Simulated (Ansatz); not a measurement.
The system is Ga2O3.

```
Ga O
1.0
     6.10700   -1.51855    0.00000
     6.10700    1.51855    0.00000
    -1.38599    0.00000    5.63001
Ga O
4 6
Direct
  0.34134 0.34134 0.68598
  0.65866 0.65866 0.31402
  0.90950 0.90950 0.20540
  0.09050 0.09050 0.79460
  0.50410 0.50410 0.74340
  0.49590 0.49590 0.25660
  0.82670 0.82670 0.43680
  0.17330 0.17330 0.56320
  0.83550 0.83550 0.89020
  0.16450 0.16450 0.10980
```

Program: Ansatz 0.2.0. Alike in all runs: potentials or basis Ansatz PAW; no spin polarisation; cell as given; smearing fermi-dirac 0.05 eV.

**Question.** Order these runs on this cell by their band gap on the k mesh, lowest first.
A. level r2SCAN; k mesh 9 × 9 × 5; cutoff (eV) 500; points for each segment of the path 10; mesh quality not flagged
B. level PBE; k mesh 9 × 9 × 5; cutoff (eV) 250; mesh quality not flagged
C. level PBE; k mesh 5 × 5 × 3; cutoff (eV) 420; mesh quality coarse

**Answer.** B (2.23 eV), C (2.45 eV), A (3.09 eV).

Caveats: some runs use coarse meshes; odd divisions of the mesh miss points on the zone boundary, where band edges often lie, so the gap on the mesh can be too wide (some runs); the cutoff lies under the one recommended for these potentials (some runs).

A k mesh can miss the band edges.
